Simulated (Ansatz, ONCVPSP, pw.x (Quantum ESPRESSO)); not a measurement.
# pw.x on fcc O: one setting changed

Potential: optimised norm-conserving Vanderbilt (ONCV), ONCVPSP 4.0.1.1 (patched build), PBE; core [He], reference 2s2 2p4; waves: 2s: rc 0.80 bohr, ncon 3, nbas 7, qcut 10.3 1/bohr, 2 projectors, debl 0.4 Ha; 2p: rc 1.60 bohr, ncon 4, nbas 8, qcut 10.6 1/bohr, 2 projectors, debl 0.4 Ha; local part: polynomial inside 0.60 bohr (lpopt 5, dvloc0 6 Ha); core correction: Teter function, fcfact 6.3, rcfact 1.6. In the s channel the program set the typed energies aside and used -0.881, 0.250 Ha.

The reference run (k-mesh 18³, cutoffs 120/480 Ry, Fermi–Dirac 0.01 Ry, mixing_beta 0.4, conv_thr 1e-9, no spin) gives 0.11 GPa at 8.041 Å³/atom, where all-electron LAPW gives 0.14 GPa. This run, with its own iteration cap, changes degauss to 0.002.

```
&control
  calculation='scf', prefix='x', pseudo_dir='./', outdir='./tmp', tstress=.true., disk_io='none'
/
&system
  ibrav=0, nat=1, ntyp=1, ecutwfc=120, ecutrho=480, nbnd=10,
  occupations='smearing', smearing='fd', degauss=0.002
/
&electrons
  conv_thr=1e-09, mixing_beta=0.4, electron_maxstep=60
/
ATOMIC_SPECIES
O 1.0 O.UPF
CELL_PARAMETERS angstrom
  0.00000000 1.59010824 1.59010824
  1.59010824 0.00000000 1.59010824
  1.59010824 1.59010824 0.00000000
ATOMIC_POSITIONS crystal
O 0.0000 0.0000 0.0000
K_POINTS automatic
18 18 18 0 0 0
```

```bash
pw.x < O.scf.in > O.scf.out
```

How does the run end?

It converges in 6 iterations; the free energy moves by +35.4 meV/atom and the pressure by -1.08 GPa. In a metal, with Fermi–Dirac smearing, F lies below its zero-width value by a term in the square of the width.

```
Message from routine setup:
     using ibrav=0 with symmetry is DISCOURAGED, use correct ibrav instead
     lattice parameter (alat)  =       4.2495  a.u.
     unit-cell volume          =      54.2634 (a.u.)^3
     number of electrons       =         6.00
     number of Kohn-Sham states=           10
     kinetic-energy cutoff     =     120.0000  Ry
     charge density cutoff     =     480.0000  Ry
     scf convergence threshold =      1.0E-09
     Exchange-correlation= PBE
     number of k points=   195  Fermi-Dirac smearing, width (Ry)=  0.0020
     iteration #  1     ecut=   120.00 Ry     beta= 0.40
     total energy              =     -33.76385178 Ry
     estimated scf accuracy    <       0.00025160 Ry
     iteration #  2     ecut=   120.00 Ry     beta= 0.40
     total energy              =     -33.76387222 Ry
     estimated scf accuracy    <       0.00003164 Ry
     iteration #  3     ecut=   120.00 Ry     beta= 0.40
     total energy              =     -33.76388146 Ry
     estimated scf accuracy    <       0.00000161 Ry
     iteration #  4     ecut=   120.00 Ry     beta= 0.40
     total energy              =     -33.76388183 Ry
     estimated scf accuracy    <       0.00000002 Ry
     iteration #  5     ecut=   120.00 Ry     beta= 0.40
     total energy              =     -33.76388184 Ry
     estimated scf accuracy    <          1.1E-09 Ry
     iteration #  6     ecut=   120.00 Ry     beta= 0.40
     the Fermi energy is     4.8235 ev
!    total energy              =     -33.76388184 Ry
     estimated scf accuracy    <          9.3E-12 Ry
     smearing contrib. (-TS)   =      -0.00019468 Ry
     The total energy is F=E-TS. E is the sum of the following terms:
     one-electron contribution =      -1.98732275 Ry
     hartree contribution      =       4.85278734 Ry
     xc contribution           =      -9.16455509 Ry
     ewald contribution        =     -27.46459665 Ry
     convergence has been achieved in   6 iterations
          total   stress  (Ry/bohr**3)                   (kbar)     P=       -9.77
     Message from routine punch:
     Nothing written, as per user request (disk_io='none')
```

The run took about 12 s on one core of a shared host (Intel(R) Xeon(R) 6975P-C, 192 threads, 1512 GiB, load 42).
